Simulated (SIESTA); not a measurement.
**TiSe under changes of volume**

One of the cells (26.120 Å³/atom); the others are scaled copies at fixed shape and fractional positions:

```xyz
4
Lattice="4.1784 0.0000 0.0000 0.0000 4.1784 0.0000 0.0000 0.0000 5.9844" Properties=species:S:1:pos:R:3 pbc="T T T"
Se    0.0000    2.0892    4.5515
Se    2.0892    0.0000    1.4329
Ti    0.0000    0.0000    0.0000
Ti    2.0892    2.0892    0.0000
```

The cell comes from a database or a generator and needn't be the stable form of this composition.

```yaml
Program: SIESTA 5.4.2
Functional: LDA
Potentials_or_basis: PseudoDojo 0.4 standard (LDA files)
Basis: DZP (energy shift 0.003 Ry; two zetas on semicore shells)
Grid_cutoff: 800 Ry
Energy_shift: 0.003 Ry
k_mesh: 7 × 7 × 5
Occupations: fermi-dirac, width 0.05 eV
Spin: no spin polarisation
```

```tsv
volume (Å³/atom)	energy over the lowest point (meV/atom)	pressure (GPa)	largest force (eV/Å)
24.553	1.77	1.5	0.684
25.075	0.00	-0.3	0.397
25.598	3.66	-1.8	0.130
26.120	?	?	?
26.642	24.93	-4.5	0.338
27.165	41.57	-5.6	0.544
27.687	61.53	-6.6	0.732
```

**Question.** What does the run at 26.120 Å³/atom give?

**Answer.** Energy over the lowest point 12.17 meV/atom; pressure -3.3 GPa; largest force 0.113 eV/Å.

Worked out: A Birch-Murnaghan fit of order 3 (a polynomial in V^(-2/3)) to the other rows has its minimum at 24.98 Å³/atom with B0 = V·E''(V) = 82 GPa and B' = 4.7 at fixed shape and positions, which overstates the stiffness. It gives 12.16 meV/atom at 26.120 Å³/atom, against the run's 12.17, and -dE/dV = -3.3 GPa, against -3.3.

Energies are extrapolated to zero smearing.

Caveats: the basis of atomic orbitals isn't converged, which shifts pressures, moduli and gaps.
